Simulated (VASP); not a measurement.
**CrO2: single point with HSE06**

The system is CrO2.

```
Cr O
1.0
     4.42100    0.00000    0.00000
     0.00000    4.42100    0.00000
     0.00000    0.00000    2.91700
Cr O
2 4
Direct
  0.00000 0.00000 0.00000
  0.50000 0.50000 0.50000
  0.30100 0.30100 0.00000
  0.19900 0.80100 0.50000
  0.69900 0.69900 0.00000
  0.80100 0.19900 0.50000
```

```json
{
 "Program": "VASP 6.6.1",
 "Task": "single point",
 "Functional": "HSE06",
 "Potentials or basis": "VASP PAW PBE potentials, release 64 (Cr_pv, O)",
 "Cutoff": "450 eV",
 "k mesh": "3 × 3 × 4",
 "Occupations": "gaussian, width 0.05 eV",
 "Spin": "collinear spin, antiferromagnetic start",
 "Starting moments": "[3.0, -3.0, 0.0, 0.0, 0.0, 0.0] μB",
 "Grid for exact exchange (PRECFOCK)": "Fast",
 "Screening parameter": "0.2 1/A",
 "Further INCAR settings": "ALGO = Normal; EDIFF = 1e-07; NBANDS = 37"
}
```

| Property | Result |
| --- | --- |
| Largest force | 0.301 eV/Å |
| Band gap on the k mesh | 1.20 eV, indirect (least direct gap 1.51 eV) |
| Net moment | 0.00 μB per cell |
| Site moments | Cr +1.96, -1.96; O -0.04, +0.04 μB |
| Valence electrons inside the program's atomic spheres | Cr 10.80; O 5.10 |

Forces in eV/Å, atoms in the order of the input:
```
Cr   0.000  0.000  0.000
Cr   0.000  0.000  0.000
O   -0.213 -0.213  0.000
O    0.213 -0.213  0.000
O    0.213  0.213  0.000
O   -0.213  0.213  0.000
```

Levels at points of the mesh, in eV from the valence-band top:
Spin up:
| k point | band 22 | band 23 | band 24 | band 25 | band 26 | band 27 |
| --- | --- | --- | --- | --- | --- | --- |
| (0.00, 0.00, 0.00) | -0.86 | -0.73 | -0.31 | 1.20 | 2.67 | 3.33 |
| (0.00, 0.00, 0.50) | -2.09 | -2.04 | 0.00 | 1.85 | 3.25 | 4.24 |
Spin down:
| k point | band 21 | band 22 | band 23 | band 24 | band 25 | band 26 | band 27 | band 28 |
| --- | --- | --- | --- | --- | --- | --- | --- | --- |
| (0.00, 0.00, 0.00) | -1.28 | -0.86 | -0.73 | -0.31 | 1.20 | 2.67 | 3.33 | 3.89 |
| (0.00, 0.00, 0.50) | -2.73 | -2.09 | -2.04 | 0.00 | 1.85 | 3.25 | 4.24 | 4.46 |

It took 54 min on 1 thread of Intel(R) Xeon(R) Platinum 8488C (Sapphire Rapids), on a shared host, peak memory 0.29 GiB.

Caveat: the k mesh is coarse (spacing up to 0.54 Å⁻¹), so the values aren't converged, least of all with exact exchange; the PAW data sets were made with another functional, which shifts forces and pressure a little; an odd mesh through Γ misses points on the zone boundary, where band edges often lie.
